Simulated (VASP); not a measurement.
# Be (P6_3/mmc) in VASP: settings compared, part 2 of 3

VASP 6.6.1. Earlier steps stand in the parts before.

### 3 Relaxation of cell and atoms, r2SCAN, target pressure 94.7 GPa, at which the enthalpy is minimised

This run uses another cell than the first one, of 5.32 Å³/atom, 0.657 times its volume.

INCAR reads:

```
SYSTEM = Be
  PREC = Accurate
  ENCUT = 600
  EDIFF = 1E-7
  ISMEAR = 1
  SIGMA = 0.1
  LREAL = .False.
  LASPH = .True.
  NELM = 80
  ALGO = Normal
  ISIF = 3
  LWAVE = .False.
  LCHARG = .False.
  METAGGA = R2SCAN
  LMIXTAU = .True.
  IBRION = 2
  NSW = 90
  EDIFFG = -0.005
  PSTRESS = 947.0
```

KPOINTS reads:

```
Automatic mesh
0
Gamma
  18 18 10
  0 0 0
```

POSCAR reads:

```
Be                                      
1.0
    1.9727521729     -0.0000000000      0.0000000000
   -0.9863760864      1.7084534971     -0.0000000000
    0.0000000000     -0.0000000000      3.1589253707
  Be            
     2
Direct
     0.3333333332999970    0.6666666667000030    0.2500000000000000
     0.6666666667000030    0.3333333332999970    0.7500000000000000
```

Potentials or basis: VASP PAW PBE potentials, release 64 (Be).

Command:

```console
$ cat potpaw_PBE.64/Be/POTCAR > POTCAR
$ mpirun -np 1 vasp_std > vasp.out
```

OUTCAR:

```text
SYSTEM = Be
   PREC = Accurate
   ENCUT = 600
   EDIFF = 1E-7
   ISMEAR = 1
   LREAL = .False.
   LASPH = .True.
   NELM = 80
   ISIF = 3
   METAGGA = R2SCAN
   IBRION = 2
   NSW = 90
   EDIFFG = -0.005
   PSTRESS = 947.0

 ion  position               nearest neighbor table
   1  0.333  0.667  0.250-   2 1.95   2 1.95   2 1.95   2 1.95   2 1.95   2 1.95
   2  0.667  0.333  0.750-   1 1.95   1 1.95   1 1.95   1 1.95   1 1.95   1 1.95

  LATTYP: Found a hexagonal cell.
 ALAT       =     1.9727521729
 C/A-ratio  =     1.6012783633

  Lattice vectors:

 A1 = (   1.9727521729,   0.0000000000,   0.0000000000)
 A2 = (  -0.9863760864,   1.7084534971,   0.0000000000)
 A3 = (   0.0000000000,   0.0000000000,   3.1589253707)

Analysis of symmetry for initial positions (statically):
=====================================================================
 Subroutine PRICEL returns:
 Original cell was already a primitive cell.

 Routine SETGRP: Setting up the symmetry group for a
 hexagonal supercell.

 Subroutine GETGRP returns: Found 24 space group operations
 (whereof 12 operations were pure point group operations)
 out of a pool of 24 trial point group operations.

The static configuration has the point symmetry D_3d.
 The point group associated with its full space group is D_6h.

Analysis of symmetry for dynamics (positions and initial velocities):
=====================================================================
 Subroutine PRICEL returns:
 Original cell was already a primitive cell.

 Routine SETGRP: Setting up the symmetry group for a
 hexagonal supercell.

 Subroutine GETGRP returns: Found 24 space group operations
 (whereof 12 operations were pure point group operations)
 out of a pool of 24 trial point group operations.

The dynamic configuration has the point symmetry D_3d.
 The point group associated with its full space group is D_6h.

 Subroutine INISYM returns: Found 24 space group operations
 (whereof 12 operations are pure point group operations),
 and found     1 'primitive' translations

----------------------------------------------------------------------------------------

                                     Primitive cell

  volume of cell :      10.6467

  direct lattice vectors                    reciprocal lattice vectors
     1.972752173  0.000000000  0.000000000     0.506906044  0.292662341  0.000000000
    -0.986376086  1.708453497  0.000000000     0.000000000  0.585324682  0.000000000
     0.000000000  0.000000000  3.158925371     0.000000000  0.000000000  0.316563351

  length of vectors
     1.972752173  1.972752173  3.158925371     0.585324682  0.585324682  0.316563351

  position of ions in fractional coordinates (direct lattice)
     0.333333333  0.666666667  0.250000000
     0.666666667  0.333333333  0.750000000

  ion indices of the primitive-cell ions
   primitive index   ion index
                 1           1
                 2           2

----------------------------------------------------------------------------------------

 KPOINTS: Automatic mesh

Automatic generation of k-mesh.
 Grid dimensions read from file:
[... 25 lines left out ...]
  0.166667 -0.000000  0.000000      6.000000
  0.222222 -0.000000  0.000000      6.000000
  0.277778 -0.000000  0.000000      6.000000
[... 16 lines left out ...]
  0.333333  0.111111  0.000000     12.000000
  0.388889  0.111111  0.000000     12.000000
 [... further k-points ...]
   k-points           NKPTS =    222   k-points in BZ     NKDIM =    222   number of bands    NBANDS=      6
   number of dos      NEDOS =    301   number of ions     NIONS =      2
   total plane-waves  NPLWV =   7168
   dimension x,y,z NGX =    16 NGY =   16 NGZ =   28
   dimension x,y,z NGXF=    32 NGYF=   32 NGZF=   56
   ions per type =               2
   NGX,Y,Z   is equivalent  to a cutoff of  13.48, 13.48, 14.74 a.u.
   NGXF,Y,Z  is equivalent  to a cutoff of  26.97, 26.97, 29.47 a.u.
 SYSTEM =  Be
   PREC   = accura    normal or accurate (medium, high low for compatibility)
   ISTART =      0    job   : 0-new  1-cont  2-samecut
   ICHARG =      2    charge: 1-file 2-atom 10-const
   ISPIN  =      1    spin polarized calculation?
   LNONCOLLINEAR =      F non collinear calculations
   LSORBIT =      F    spin-orbit coupling
   LASPH  =      T    aspherical Exc in radial PAW
   ENCUT  =  600.0 eV  44.10 Ry    6.64 a.u.   3.94  3.94  6.31*2*pi/ulx,y,z
   NELM   =     80;   NELMIN=  2; NELMDL= -5     # of ELM steps
   EDIFF  = 0.1E-06   stopping-criterion for ELM
   LREAL  =      F    real-space projection
   EDIFFG = -.5E-02   stopping-criterion for IOM
   NSW    =     90    number of steps for IOM
   IBRION =      2    ionic relax: 0-MD 1-quasi-New 2-CG
   NFREE  =      1    steps in history (QN), initial steepest desc. (CG)
   ISIF   =      3    stress and relaxation
   ISYM   =      2    0-nonsym 1-usesym 2-fastsym
   POTIM  = 0.5000    time-step for ionic-motion
   TEBEG  =    0.0;   TEEND  =   0.0 temperature during run
   PSTRESS=  947.0 pullay stress
   NELECT =       4.0000    total number of electrons
   NUPDOWN=      -1.0000    fix difference up-down
   EMIN   =  10.00;   EMAX   =-10.00  energy-range for DOS
   EFERMI =   0.00;   METHOD = LEGACY
   ISMEAR =     1;   SIGMA  =   0.10  broadening in eV -4-tet -1-fermi 0-gaus
   EFERMI_NEDOS =   21; number of points for ismear=-14 and -15
   IALGO  =     38    algorithm
   IMIX   =      4    mixing-type and parameters
     AMIX     =   0.40;   BMIX     =  1.00
     AMIX_MAG =   1.60;   BMIX_MAG =  1.00
  volume/ion in A,a.u.               =       5.32        35.92
  Fermi-wavevector in a.u.,A,eV,Ry     =   1.181290  2.232314 18.986192  1.395446
  Thomas-Fermi vector in A             =   2.317566
   LORBIT       =      0    0 simple, 1 ext, 2 COOP (PROOUT), +10 PAW based schemes
   METAGGA = R2SCAN    functional components
   LHFCALC =     F    Hartree Fock is set to
   AEXX    =    0.0000 exact exchange contribution
   IVDW    =     0    specifies the selected vdW correction
   LEPSILON=     F    determine dielectric tensor
   LRPA    =     F    only Hartree local field effects (RPA)
 conjugate gradient relaxation of ions
 non-spin polarized calculation
 Methfessel and Paxton  Order N= 1 SIGMA  =   0.10
  energy-cutoff  :      600.00
  volume of cell :       10.65
 maximum number of plane-waves:       368
 NGX is ok and might be reduce to    16
   NGX =  7   NGY =  7   NGZ = 13

 number of electron       4.0000000 magnetization

 Free energy of the ion-electron system (eV)
  ---------------------------------------------------
  ext. energy  EPLUGINS =         0.00000000
  ---------------------------------------------------
  free energy    TOTEN  =        -7.52805134 eV

  energy without entropy =       -7.52795522  energy(sigma->0) =       -7.52801930

 E-fermi :  11.0156     XC(G=0): -12.7413

 val. band max:       11.0045062188   @ k =   0.3333   0.2778   0.3000
 cond. band min:      11.0948966791   @ k =   0.3333   0.2778   0.2000
 fundamental gap:      0.0903904604
 Fermi energy:        11.0155978685

 k-point     1 :       0.0000    0.0000    0.0000
  band No.  band energies     occupation
      1      -3.7077      2.00000
      2       4.1722      2.00000
      3      13.2881      0.00000
      4      34.5733      0.00000
      5      34.5733      0.00000
      6      38.3694      0.00000
[... 199 lines left out ...]
 k-point    24 :       0.3889    0.1111    0.0000
  band No.  band energies     occupation
      1       3.3843      2.00000
      2       8.4856      2.00000
      3      14.7819      0.00000
      4      18.8218      0.00000
      5      21.4015      0.00000
      6      21.4175      0.00000

 [... further k-points ...]

------------------------ aborting loop because EDIFF is reached ----------------------------------------

  FORCE on cell =-STRESS in cart. coord.  units (eV):
  Direction    XX          YY          ZZ          XY          YZ          ZX
  --------------------------------------------------------------------------------------
  -------------------------------------------------------------------------------------
  Total        6.2935630      6.2935630      6.3010926      0.0000000     -0.0000000      0.0000000
  in kB      947.0918760    947.0918760    948.2249594      0.0000000     -0.0000000      0.0000000
  external PRESSURE =       0.4695705 kB  Pullay stress =     947.0000000 kB

 VOLUME and BASIS-vectors are now :
 -----------------------------------------------------------------------------
  energy-cutoff  :      600.00
  volume of cell :       10.65
      direct lattice vectors                 reciprocal lattice vectors
     1.972752173  0.000000000  0.000000000     0.506906044  0.292662341  0.000000000
    -0.986376086  1.708453497  0.000000000     0.000000000  0.585324682  0.000000000
     0.000000000  0.000000000  3.158925371     0.000000000  0.000000000  0.316563351

 POSITION                                       TOTAL-FORCE (eV/Angst)
 -----------------------------------------------------------------------------------
     -0.00000      1.13897      0.78973         0.000000      0.000000      0.000000
      0.98638      0.56948      2.36919        -0.000000     -0.000000      0.000000
 -----------------------------------------------------------------------------------
    total drift:                                0.000000     -0.000000      0.000000

  FREE ENERGIE OF THE ION-ELECTRON SYSTEM (eV)
  ---------------------------------------------------
  free  energy   TOTEN  =        -7.5280513352 eV

  energy  without entropy=       -7.5279552220  energy(sigma->0) =       -7.52801930

  enthalpy is  TOTEN    =        -1.2350988158 eV   P V=        6.2929525193

 reached required accuracy - stopping structural energy minimisation
```

OSZICAR:

```text
N       E                     dE             d eps       ncg     rms          rms(c)
DAV:   1    -0.370154543400E+00   -0.37015E+00   -0.21573E+03  2694   0.663E+02
DAV:   2    -0.784614218175E+01   -0.74760E+01   -0.71268E+01  4074   0.939E+01
DAV:   3    -0.787271263256E+01   -0.26570E-01   -0.24764E-01  3450   0.504E+00
DAV:   4    -0.787277932194E+01   -0.66689E-04   -0.66723E-04  3804   0.132E-01
DAV:   5    -0.787277946704E+01   -0.14510E-06   -0.14485E-06  3432   0.219E-03    0.197E+00
DAV:   6    -0.753116903667E+01    0.34161E+00   -0.10229E-01  3042   0.338E+00    0.120E+00
DAV:   7    -0.746823659740E+01    0.62932E-01   -0.33960E-02  2802   0.212E+00    0.156E-01
DAV:   8    -0.752882466388E+01   -0.60588E-01   -0.26798E-02  2904   0.212E+00    0.400E-02
DAV:   9    -0.752783634653E+01    0.98832E-03   -0.12378E-04  3990   0.144E-01    0.299E-02
DAV:  10    -0.752801646988E+01   -0.18012E-03   -0.90390E-05  2910   0.105E-01    0.597E-03
DAV:  11    -0.752805467013E+01   -0.38200E-04   -0.12744E-05  3480   0.402E-02    0.117E-03
DAV:  12    -0.752805165165E+01    0.30185E-05   -0.55261E-07  3282   0.938E-03    0.515E-04
DAV:  13    -0.752805142956E+01    0.22209E-06   -0.21705E-08  2118   0.132E-03    0.113E-04
DAV:  14    -0.752805133519E+01    0.94375E-07   -0.13997E-08  1656   0.141E-03
   1 F= -.12350988E+01 E0= -.12350668E+01  d E =-.123510E+01
```

CONTCAR:

```text
Be
   1.00000000000000
     1.9727521728999999    0.0000000000000000    0.0000000000000000
    -0.9863760864000000    1.7084534971000001    0.0000000000000000
     0.0000000000000000    0.0000000000000000    3.1589253707000000
  Be
     2
Direct
     0.3333333332999970    0.6666666667000030    0.2500000000000000
     0.6666666667000030    0.3333333332999970    0.7500000000000000

  0.00000000E+00  0.00000000E+00  0.00000000E+00
  0.00000000E+00  0.00000000E+00  0.00000000E+00
```

Run time: 20 s. Hardware: 1 thread of Intel Xeon 6975P-C (Granite Rapids), shared host; peak memory 0.13 GiB.

What came out:

```
Free energy             : -7.5281 eV
Pressure after relaxing : 94.7 GPa
Band gap on the k mesh  : none (metal or under the smearing width)
```

Final structure:
```
Be
1.0
     1.97275    0.00000    0.00000
    -0.98638    1.70845    0.00000
     0.00000    0.00000    3.15893
Be
2
Direct
  0.33333 0.66667 0.25000
  0.66667 0.33333 0.75000
```

Caveat: the relaxation stopped at its first step, so nothing moved; the cell is relaxed towards a set pressure, so the enthalpy falls and the energy may rise; the PAW data sets were made with another functional, which shifts forces and pressure a little.

### 4 Relaxation of cell and atoms, PBEsol

INCAR reads:

```
PREC     = Accurate       # precision mode
ENCUT    = 600            # plane-wave cutoff, eV
EDIFF    = 1E-6           # SCF threshold, eV
ISMEAR   = 1              # smearing method
SIGMA    = 0.1            # smearing width, eV
LREAL    = F              # projectors in reciprocal space
LASPH    = T              # aspherical terms in the spheres
NELM     = 80             # most SCF steps
ALGO     = Normal         # electronic algorithm
ISIF     = 3              # what is computed and relaxed
LWAVE    = F              # write WAVECAR
LCHARG   = F              # write CHGCAR
GGA      = PS             # functional
IBRION   = 2              # ionic algorithm
NSW      = 90             # ionic steps
EDIFFG   = -0.01          # ionic threshold
```

KPOINTS reads:

```
regular mesh
0
Gamma
  18 18 10
```

POSCAR reads:

```
Be
1.0
    2.2853000000      0.0000000000      0.0000000000
   -1.1426500000      1.9791278553      0.0000000000
    0.0000000000      0.0000000000      3.5842000000
Be
2
Direct
    0.3333333333      0.6666666667      0.2500000000
    0.6666666667      0.3333333333      0.7500000000
```

Command:

```console
$ cat potpaw_PBE.64/Be/POTCAR > POTCAR
$ mpirun -np 1 vasp_std > vasp.out
```

Wall time 15 s (1 thread of Intel Xeon 6975P-C (Granite Rapids), shared host); peak memory 0.14 GiB.

The run converged. Its results:

```
Free energy                            : -7.9929 eV
Relaxed volume                         : 7.85 Å³/atom
Relaxed cell                           : a = 2.254 Å, b = 2.254 Å, c = 3.568 Å, α = 90.00°, β = 90.00°, γ = 120.00°
Space group after relaxing (to 0.05 Å) : P6_3/mmc (No. 194)
Energy gained by relaxing              : 3.3 meV/atom
Ionic steps                            : 5
Pressure after relaxing                : 0.1 GPa
Band gap on the k mesh                 : none (metal or under the smearing width)
```

Step by step:
```csv
step,energy change (eV),largest force (eV/Å),pressure (GPa),volume (Å³)
1,0.0000,0.0000,-3.61,16.21
2,-0.0065,0.0000,-0.58,15.79
3,-0.0067,0.0000,0.03,15.71
4,-0.0067,0.0000,0.11,15.70
5,-0.0067,0.0000,0.06,15.70
```

Final structure:
```yaml
crystal:
  lattice:
    - [2.25430, 0.00000, 0.00000]
    - [-1.12715, 1.95228, 0.00000]
    - [0.00000, 0.00000, 3.56772]
  atoms:
    - { symbol: Be, position: [0.33333, 0.66667, 0.25000] }
    - { symbol: Be, position: [0.66667, 0.33333, 0.75000] }
```

Levels at points of the mesh, in eV from the Fermi level:
```tsv
k point	band 1	band 2	band 3	band 4	band 5	band 6
(0.00, 0.00, 0.00)	-11.56	-4.71	0.89	16.01	16.01	18.84
(0.50, 0.00, 0.00)	-5.21	-3.29	3.45	6.31	6.56	9.35
(0.00, 0.00, 0.50)	-9.41	-9.41	10.44	10.44	17.65	17.65
(0.50, 0.00, 0.50)	-3.83	-3.83	1.44	1.44	11.96	11.96
```

Caveat: the PAW data sets were made with another functional, which shifts forces and pressure a little.

### 5 Relaxation of cell and atoms, PBEsol

This run uses another cell than the first one, of 7.85 Å³/atom, 0.969 times its volume.

INCAR, as its differences from that of step 4:

```diff
@@ -2,3 +2,3 @@
 ENCUT    = 600            # plane-wave cutoff, eV
-EDIFF    = 1E-6           # SCF threshold, eV
+EDIFF    = 1E-7           # SCF threshold, eV
 ISMEAR   = 1              # smearing method
@@ -15,2 +15,2 @@
 NSW      = 90             # ionic steps
-EDIFFG   = -0.01          # ionic threshold
+EDIFFG   = -0.005         # ionic threshold
```

KPOINTS is that of step 4.

POSCAR reads:

```
Be                                      
1.0
    2.2542987677      0.0000000000      0.0000000000
   -1.1271493839      1.9522800006      0.0000000000
   -0.0000000000      0.0000000000      3.5677176335
  Be            
     2
Direct
     0.3333333332999970    0.6666666667000030    0.2500000000000000
     0.6666666667000030    0.3333333332999970    0.7500000000000000
```

Command:

```console
$ cat potpaw_PBE.64/Be/POTCAR > POTCAR
$ mpirun -np 1 vasp_std > vasp.out
```

Wall time 7 s (1 thread of Intel Xeon 6975P-C (Granite Rapids), shared host); peak memory 0.13 GiB.

The run converged. Its results:

```yaml
Free_energy: -7.9928 eV
Pressure_after_relaxing: 0.1 GPa
Band_gap_on_the_k_mesh: none (metal or under the smearing width)
```

Final structure:
```
Be
1.0
     2.25430    0.00000    0.00000
    -1.12715    1.95228    0.00000
     0.00000    0.00000    3.56772
Be
2
Cartesian
  0.0000 1.3015 0.8919
  1.1271 0.6508 2.6758
```

Levels at points of the mesh, in eV from the Fermi level:
| k point | band 1 | band 2 | band 3 | band 4 | band 5 | band 6 |
| --- | --- | --- | --- | --- | --- | --- |
| (0.00, 0.00, 0.00) | -11.56 | -4.71 | 0.89 | 16.01 | 16.01 | 18.84 |
| (0.50, 0.00, 0.00) | -5.21 | -3.29 | 3.45 | 6.31 | 6.56 | 9.35 |
| (0.00, 0.00, 0.50) | -9.41 | -9.41 | 10.44 | 10.44 | 17.65 | 17.65 |
| (0.50, 0.00, 0.50) | -3.83 | -3.83 | 1.44 | 1.44 | 11.96 | 11.96 |

Caveat: the relaxation stopped at its first step, so nothing moved; the PAW data sets were made with another functional, which shifts forces and pressure a little.

(Part 2 of 3 ends here.)
